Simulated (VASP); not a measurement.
# SnSe2 in VASP: a series of runs

Aim: see how the results for SnSe2 move with the level of theory and the settings. Levels: PBE, LDA. Tasks: single point.

Program: VASP 6.6.1. These are calculated values, not measurements. Logs are shortened: lines on timing, memory, paths and dates and some standing lists are left out, and cuts for length are marked.

### Step 1. Starting point

The cell holds a slab with vacuum, 3 atoms: a = 3.811 Å, b = 3.811 Å, c = 15.056 Å, α = 90.00°, β = 90.00°, γ = 120.00°.

### Step 2. Single point, PBE

File INCAR:

```
PREC = Accurate ; ENCUT = 460
EDIFF = 1E-7 ; ISMEAR = 0
SIGMA = 0.05 ; LREAL = F
LASPH = T ; NELM = 120
ALGO = Normal ; ISIF = 2
LWAVE = F ; LCHARG = F
LDIPOL = T ; IDIPOL = 3
DIPOL = 0.5 0.5 0.500 ; GGA = PE
NBANDS = 24 ; LVHAR = T
LVACPOTAV = T
```

File KPOINTS:

```
regular mesh
0
Gamma
  9 9 1
```

File POSCAR:

```
SnSe2
1.0
    3.8110000000      0.0000000000      0.0000000000
   -1.9055000000      3.3004228100      0.0000000000
    0.0000000000      0.0000000000     15.0557280000
Se Sn
2 1
Direct
    0.6666666667      0.3333333333      0.3985194206
    0.3333333333      0.6666666667      0.6014805794
    0.0000000000      0.0000000000      0.5000000000
```

Potentials or basis: VASP PAW PBE potentials, release 64 (Se, Sn_d).

Launch:

```
$ cat potpaw_PBE.64/Se/POTCAR potpaw_PBE.64/Sn_d/POTCAR > POTCAR
$ mpirun -np 1 vasp_std > vasp.out
```

OUTCAR:

```text
PREC = Accurate
   ENCUT = 460
   EDIFF = 1E-7
   ISMEAR = 0
   LREAL = F
   LASPH = T
   NELM = 120
   ISIF = 2
   GGA = PE

 Found     12 irreducible k-points:

 Following reciprocal coordinates:
            Coordinates               Weight
  0.000000  0.000000  0.000000      1.000000
  0.111111  0.000000  0.000000      6.000000
  0.222222  0.000000  0.000000      6.000000
  0.333333  0.000000  0.000000      6.000000
  0.444444  0.000000  0.000000      6.000000
  0.111111  0.111111  0.000000      6.000000
   k-points           NKPTS =     12   k-points in BZ     NKDIM =     12   number of bands    NBANDS=     24
   number of dos      NEDOS =    301   number of ions     NIONS =      3
   total plane-waves  NPLWV =  84672
   dimension x,y,z NGX =    28 NGY =   28 NGZ =  108
   dimension x,y,z NGXF=    56 NGYF=   56 NGZF=  216
   ions per type =               2   1
   NGX,Y,Z   is equivalent  to a cutoff of  12.21, 12.21, 11.93 a.u.
   NGXF,Y,Z  is equivalent  to a cutoff of  24.43, 24.43, 23.85 a.u.
 SYSTEM =  unknown system
   PREC   = accura    normal or accurate (medium, high low for compatibility)
   ISTART =      0    job   : 0-new  1-cont  2-samecut
   ICHARG =      2    charge: 1-file 2-atom 10-const
   ISPIN  =      1    spin polarized calculation?
   LNONCOLLINEAR =      F non collinear calculations
   LSORBIT =      F    spin-orbit coupling
   LASPH  =      T    aspherical Exc in radial PAW
   ENCUT  =  460.0 eV  33.81 Ry    5.81 a.u.   6.66  6.66 26.33*2*pi/ulx,y,z
   NELM   =    120;   NELMIN=  2; NELMDL= -5     # of ELM steps
   EDIFF  = 0.1E-06   stopping-criterion for ELM
   LREAL  =      F    real-space projection
   EDIFFG = 0.1E-05   stopping-criterion for IOM
   NSW    =      0    number of steps for IOM
   IBRION =     -1    ionic relax: 0-MD 1-quasi-New 2-CG
   NFREE  =      0    steps in history (QN), initial steepest desc. (CG)
   ISIF   =      2    stress and relaxation
   ISYM   =      2    0-nonsym 1-usesym 2-fastsym
   POTIM  = 0.5000    time-step for ionic-motion
   TEBEG  =    0.0;   TEEND  =   0.0 temperature during run
   PSTRESS=    0.0 pullay stress
   NELECT =      26.0000    total number of electrons
   NUPDOWN=      -1.0000    fix difference up-down
   EMIN   =  10.00;   EMAX   =-10.00  energy-range for DOS
   EFERMI =   0.00;   METHOD = LEGACY
   ISMEAR =     0;   SIGMA  =   0.05  broadening in eV -4-tet -1-fermi 0-gaus
   EFERMI_NEDOS =   21; number of points for ismear=-14 and -15
   IALGO  =     38    algorithm
   IMIX   =      4    mixing-type and parameters
     AMIX     =   0.40;   BMIX     =  1.00
     AMIX_MAG =   1.60;   BMIX_MAG =  1.00
  volume/ion in A,a.u.               =      63.12       425.98
  Fermi-wavevector in a.u.,A,eV,Ry     =   0.844557  1.595982  9.704726  0.713277
  Thomas-Fermi vector in A             =   1.959605
   LORBIT       =      0    0 simple, 1 ext, 2 COOP (PROOUT), +10 PAW based schemes
   GGA     = PE    functional components
   LHFCALC =     F    Hartree Fock is set to
   AEXX    =    0.0000 exact exchange contribution
   IVDW    =     0    specifies the selected vdW correction
   LEPSILON=     F    determine dielectric tensor
   LRPA    =     F    only Hartree local field effects (RPA)
 non-spin polarized calculation
 Gauss-broadening in eV      SIGMA  =   0.05
  energy-cutoff  :      460.00
  volume of cell :      189.37
 maximum number of plane-waves:      4289
 NGX is ok and might be reduce to    28
   NGX = 13   NGY = 13   NGZ = 53

 dipolmoment           0.000000      0.000000     -0.000000 electrons x Angstroem

 number of electron      26.0000002 magnetization

 dipolmoment           0.000000      0.000000      0.000000 electrons x Angstroem

 Free energy of the ion-electron system (eV)
  ---------------------------------------------------
  ext. energy  EPLUGINS =         0.00000000
  ---------------------------------------------------
  free energy    TOTEN  =       -11.77387834 eV

  energy without entropy =      -11.77387834  energy(sigma->0) =      -11.77387834

 E-fermi :  -1.7713     XC(G=0):  -4.4980

 val. band max:       -1.9862894379   @ k =   0.1111   0.0000   0.0000
 cond. band min:      -0.9556019134   @ k =   0.4444   0.0000   0.0000
 fundamental gap:      1.0306875246
 Fermi energy:        -1.7712678650

 k-point     1 :       0.0000    0.0000    0.0000
  band No.  band energies     occupation
      1     -23.0960      2.00000
      2     -23.0960      2.00000
      3     -23.0556      2.00000
      4     -23.0417      2.00000
      5     -23.0417      2.00000
      6     -15.7031      2.00000
[... 16 lines left out ...]
     23       7.1326      0.00000
     24       7.2941      0.00000

 k-point     2 :       0.1111    0.0000    0.0000
  band No.  band energies     occupation
      1     -23.1022      2.00000
      2     -23.0917      2.00000
      3     -23.0521      2.00000
      4     -23.0444      2.00000
      5     -23.0409      2.00000
      6     -15.5798      2.00000
[... 16 lines left out ...]
     23       7.1336      0.00000
     24       7.4305      0.00000

 k-point     3 :       0.2222    0.0000    0.0000
  band No.  band energies     occupation
      1     -23.1195      2.00000
      2     -23.0829      2.00000
      3     -23.0531      2.00000
      4     -23.0398      2.00000
      5     -23.0365      2.00000
      6     -15.2250      2.00000
[... 16 lines left out ...]
     23       7.1431      0.00000
     24       7.7557      0.00000

 k-point     4 :       0.3333    0.0000    0.0000
  band No.  band energies     occupation
      1     -23.1405      2.00000
      2     -23.0773      2.00000
      3     -23.0599      2.00000
      4     -23.0275      2.00000
      5     -23.0270      2.00000
      6     -14.6993      2.00000
[... 16 lines left out ...]
     23       8.2702      0.00000
     24       8.7801      0.00000

 k-point     5 :       0.4444    0.0000    0.0000
  band No.  band energies     occupation
      1     -23.1545      2.00000
      2     -23.0758      2.00000
      3     -23.0641      2.00000
      4     -23.0194      2.00000
      5     -23.0186      2.00000
      6     -14.1794      2.00000
[... 16 lines left out ...]
     23       8.0996      0.00000
     24       8.9786      0.00000

 k-point     6 :       0.1111    0.1111    0.0000
  band No.  band energies     occupation
      1     -23.1123      2.00000
      2     -23.0872      2.00000
      3     -23.0485      2.00000
      4     -23.0469      2.00000
      5     -23.0368      2.00000
      6     -15.3403      2.00000
[... 16 lines left out ...]
     23       7.3498      0.00000
     24       7.7328      0.00000

 [... further k-points ...]

------------------------ aborting loop because EDIFF is reached ----------------------------------------

  FORCE on cell =-STRESS in cart. coord.  units (eV):
  Direction    XX          YY          ZZ          XY          YZ          ZX
  --------------------------------------------------------------------------------------
  -------------------------------------------------------------------------------------
  Total        2.1495305      2.1495305      2.6916029     -0.0000000      0.0000000      0.0000000
  in kB       18.1862816     18.1862816     22.7725295     -0.0000000      0.0000000      0.0000000
  external PRESSURE =      19.7150309 kB  Pullay stress =       0.0000000 kB

 VOLUME and BASIS-vectors are now :
 -----------------------------------------------------------------------------
  energy-cutoff  :      460.00
  volume of cell :      189.37
      direct lattice vectors                 reciprocal lattice vectors
     3.811000000  0.000000000  0.000000000     0.262398321  0.151495741  0.000000000
    -1.905500000  3.300422810  0.000000000     0.000000000  0.302991482  0.000000000
     0.000000000  0.000000000 15.055728000     0.000000000  0.000000000  0.066419903

 POSITION                                       TOTAL-FORCE (eV/Angst)
 -----------------------------------------------------------------------------------
      1.90550      1.10014      6.00000         0.000000      0.000000     -0.883377
     -0.00000      2.20028      9.05573        -0.000000      0.000000      0.883377
      0.00000      0.00000      7.52786        -0.000000      0.000000      0.000000
 -----------------------------------------------------------------------------------
    total drift:                                0.000000     -0.000000      0.000000

  FREE ENERGIE OF THE ION-ELECTRON SYSTEM (eV)
  ---------------------------------------------------
  free  energy   TOTEN  =       -11.7738783386 eV

  energy  without entropy=      -11.7738783386  energy(sigma->0) =      -11.77387834

 vacuum level on the upper side and lower side of the slab         4.117         4.117
```

Run time: 64 s. Hardware: 1 thread of Intel Xeon 6975P-C (Granite Rapids), shared host; peak memory 0.29 GiB.

These settings aren't checked as converged: the numbers below hold their error.

What came out:

| Property | Result |
| --- | --- |
| Free energy | -11.7739 eV |
| Largest force | 0.883 eV/Å |
| Band gap on the k mesh | 1.03 eV, indirect (least direct gap 1.31 eV) |
| Ionisation potential of the upper face | 6.10 eV |

Caveat: spin-orbit coupling is left out, which moves the levels of the heavy elements.

### Step 3. Single point, PBE

This run uses another cell than the first one, of 88.28 Å³/atom, 1.399 times its volume.

INCAR is that of step 2.

KPOINTS is that of step 2.

File POSCAR:

```
SnSe2
1.0
    3.8110000000      0.0000000000      0.0000000000
   -1.9055000000      3.3004228100      0.0000000000
    0.0000000000      0.0000000000     21.0557280000
Se Sn
2 1
Direct
    0.6666666667      0.3333333333      0.4274371325
    0.3333333333      0.6666666667      0.5725628675
    0.0000000000      0.0000000000      0.5000000000
```

Potentials or basis: VASP PAW PBE potentials, release 64 (Se, Sn_d).

Launch:

```
$ cat potpaw_PBE.64/Se/POTCAR potpaw_PBE.64/Sn_d/POTCAR > POTCAR
$ mpirun -np 1 vasp_std > vasp.out
```

It took 1.8 min on 1 thread of Intel Xeon 6975P-C (Granite Rapids), shared host; peak memory 0.34 GiB.

These settings aren't checked as converged: the numbers below hold their error.

What came out:

| Quantity | Value |
| --- | --- |
| Free energy | -11.7740 eV |
| Largest force | 0.883 eV/Å |
| Band gap on the k mesh | 1.03 eV, indirect (least direct gap 1.31 eV) |
| Ionisation potential of the upper face | 6.10 eV |

Caveat: spin-orbit coupling is left out, which moves the levels of the heavy elements.

### Step 4. Single point, LDA

This run uses another cell than the first one, of 25.73 Å³/atom, 0.408 times its volume.

File INCAR:

```
SYSTEM = SnSe2
PREC     = Accurate       ! precision mode
ENCUT    = 900            ! plane-wave cutoff, eV
EDIFF    = 1E-8           ! SCF threshold, eV
ISMEAR   = 0              ! smearing method
SIGMA    = 0.05           ! smearing width, eV
LREAL    = .False.        ! projectors in reciprocal space
LASPH    = .True.         ! aspherical terms in the spheres
NELM     = 100            ! most SCF steps
ALGO     = Normal         ! electronic algorithm
ISIF     = 2              ! what is computed and relaxed
LWAVE    = .False.        ! write WAVECAR
LCHARG   = .False.        ! write CHGCAR
NBANDS   = 20             ! bands
ADDGRID  = .False.
```

File KPOINTS:

```
regular mesh
0
Gamma
  12 12 7
  0 0 0
```

File POSCAR:

```
SnSe2
1.0
    3.8110000000      0.0000000000      0.0000000000
   -1.9055000000      3.3004228138      0.0000000000
    0.0000000000      0.0000000000      6.1360000000
Sn Se
1 2
Direct
    0.0000000000      0.0000000000      0.0000000000
    0.6666666667      0.3333333333      0.7510000000
    0.3333333333      0.6666666667      0.2490000000
```

Potentials or basis: VASP PAW LDA potentials, release 64 (Sn_d, Se).

Launch:

```
$ cat potpaw_LDA.64/Sn_d/POTCAR potpaw_LDA.64/Se/POTCAR > POTCAR
$ mpirun -np 1 vasp_std > vasp.out
```

OUTCAR:

```text
SYSTEM = SnSe2
   PREC = Accurate
   ENCUT = 900
   EDIFF = 1E-8
   ISMEAR = 0
   LREAL = .False.
   LASPH = .True.
   NELM = 100
   ISIF = 2

 ion  position               nearest neighbor table
   1  0.000  0.000  0.000-   2 2.68   3 2.68   3 2.68   2 2.68   2 2.68   3 2.68
   2  0.667  0.333  0.751-   1 2.68   1 2.68   1 2.68
   3  0.333  0.667  0.249-   1 2.68   1 2.68   1 2.68

  LATTYP: Found a hexagonal cell.
 ALAT       =     3.8110000000
 C/A-ratio  =     1.6100760955

  Lattice vectors:

 A1 = (   3.8110000000,   0.0000000000,   0.0000000000)
 A2 = (  -1.9055000000,   3.3004228138,   0.0000000000)
 A3 = (   0.0000000000,   0.0000000000,   6.1360000000)

Analysis of symmetry for initial positions (statically):
=====================================================================
 Subroutine PRICEL returns:
 Original cell was already a primitive cell.

 Routine SETGRP: Setting up the symmetry group for a
 hexagonal supercell.

 Subroutine GETGRP returns: Found 12 space group operations
 (whereof 12 operations were pure point group operations)
[... 164 lines left out ...]
  free energy    TOTEN  =       -13.75695369 eV

  energy without entropy =      -13.75695369  energy(sigma->0) =      -13.75695369

 E-fermi :   4.4391     XC(G=0):  -9.7813

 val. band max:        4.1416558193   @ k =   0.0833   0.0833   0.0000
 cond. band min:       4.7470582761   @ k =   0.0000   0.4167   0.2857
 fundamental gap:      0.6054024568
 Fermi energy:         4.4390843993

 k-point     1 :       0.0000    0.0000    0.0000
  band No.  band energies     occupation
      1     -17.0910      2.00000
      2     -17.0910      2.00000
      3     -17.0473      2.00000
      4     -17.0327      2.00000
      5     -17.0327      2.00000
      6      -9.9458      2.00000
[... 541 lines left out ...]
     19      12.0736      0.00000
     20      13.0234      0.00000

 [... further k-points ...]

------------------------ aborting loop because EDIFF is reached ----------------------------------------

  FORCE on cell =-STRESS in cart. coord.  units (eV):
  Direction    XX          YY          ZZ          XY          YZ          ZX
  --------------------------------------------------------------------------------------
  -------------------------------------------------------------------------------------
  Total        0.2029092      0.2029092      1.0174112      0.0000000      0.0000000      0.0000000
  in kB        4.2122917      4.2122917     21.1209392      0.0000000      0.0000000      0.0000000
  external PRESSURE =       9.8485076 kB  Pullay stress =       0.0000000 kB

 VOLUME and BASIS-vectors are now :
 -----------------------------------------------------------------------------
  energy-cutoff  :      900.00
  volume of cell :       77.18
      direct lattice vectors                 reciprocal lattice vectors
     3.811000000  0.000000000  0.000000000     0.262398321  0.151495741  0.000000000
    -1.905500000  3.300422814  0.000000000     0.000000000  0.302991482  0.000000000
     0.000000000  0.000000000  6.136000000     0.000000000  0.000000000  0.162972621

 POSITION                                       TOTAL-FORCE (eV/Angst)
 -----------------------------------------------------------------------------------
      0.00000      0.00000      0.00000         0.000000      0.000000      0.000000
      1.90550      1.10014      4.60814         0.000000      0.000000     -0.508468
     -0.00000      2.20028      1.52786        -0.000000      0.000000      0.508468
 -----------------------------------------------------------------------------------
    total drift:                                0.000000     -0.000000      0.000000

  FREE ENERGIE OF THE ION-ELECTRON SYSTEM (eV)
  ---------------------------------------------------
  free  energy   TOTEN  =       -13.7569536889 eV

  energy  without entropy=      -13.7569536889  energy(sigma->0) =      -13.75695369
```

Wall time 4.6 min (1 thread of Intel Xeon 6975P-C (Granite Rapids), shared host); peak memory 0.51 GiB.

What came out:

```yaml
Free_energy: -13.7570 eV
Pressure: 1.0 GPa
Largest_force: 0.508 eV/Å
Band_gap_on_the_k_mesh: 0.61 eV, indirect (least direct gap 0.90 eV)
```

Forces on the atoms (eV/Å):
```
Sn   0.000  0.000  0.000
Se   0.000  0.000 -0.508
Se   0.000  0.000  0.508
```

Levels at points of the mesh, in eV from the valence-band top:
```
           k point  band 10  band 11  band 12  band 13  band 14  band 15  band 16  band 17
(0.00, 0.00, 0.00)    -0.76    -0.43    -0.43    -0.05     0.85     2.75     4.49     4.49
(0.50, 0.00, 0.00)    -2.98    -2.75    -1.29    -0.35     1.02     3.59     5.28     5.34
```

Caveat: spin-orbit coupling is left out, which moves the levels of the heavy elements; an odd mesh through Γ misses points on the zone boundary, where band edges often lie.

### Step 5. Single point, LDA

INCAR is that of step 4.

KPOINTS is that of step 4.

File POSCAR:

```
SnSe2
1.0
    3.8110000000      0.0000000000      0.0000000000
   -1.9055000000      3.3004228138      0.0000000000
    0.0000000000      0.0000000000      6.1360000000
Sn Se
1 2
Direct
    0.0255860000      0.0074750000      0.0043360000
    0.6613810000      0.3516810000      0.7467700000
    0.3595740000      0.6870860000      0.2661230000
```

Launch:

```
$ cat potpaw_LDA.64/Sn_d/POTCAR potpaw_LDA.64/Se/POTCAR > POTCAR
$ mpirun -np 1 vasp_std > vasp.out
```

Wall time 20 min (1 thread of Intel Xeon 6975P-C (Granite Rapids), shared host); peak memory 1.6 GiB.

It converged, with:

* Free energy: -13.7486 eV
* Pressure: -1.2 GPa
* Largest force: 0.481 eV/Å
* Band gap on the k mesh: 0.37 eV, indirect (least direct gap 0.86 eV)

Forces in eV/Å, atoms in the order of the input:
```
Sn  -0.380  0.115  0.273
Se   0.408 -0.023 -0.063
Se  -0.028 -0.092 -0.210
```

Stress tensor (GPa, compression positive):
```
-1.01  0.18 -1.10
 0.18 -1.07 -0.22
-1.10 -0.22 -1.43
```

Levels at points of the mesh, in eV from the valence-band top:
```csv
k point,band 11,band 12,band 13,band 14,band 15,band 16
"(0.00, 0.00, 0.00)",-0.36,-0.29,-0.14,0.72,2.90,4.33
"(0.50, 0.00, 0.00)",-2.51,-1.35,-0.29,1.02,3.49,4.79
"(0.00, 0.50, 0.00)",-2.53,-1.56,-0.34,1.07,3.44,4.92
"(0.50, 0.50, 0.00)",-2.61,-1.73,-0.35,1.08,3.45,5.04
```

Caveat: spin-orbit coupling is left out, which moves the levels of the heavy elements; an odd mesh through Γ misses points on the zone boundary, where band edges often lie.
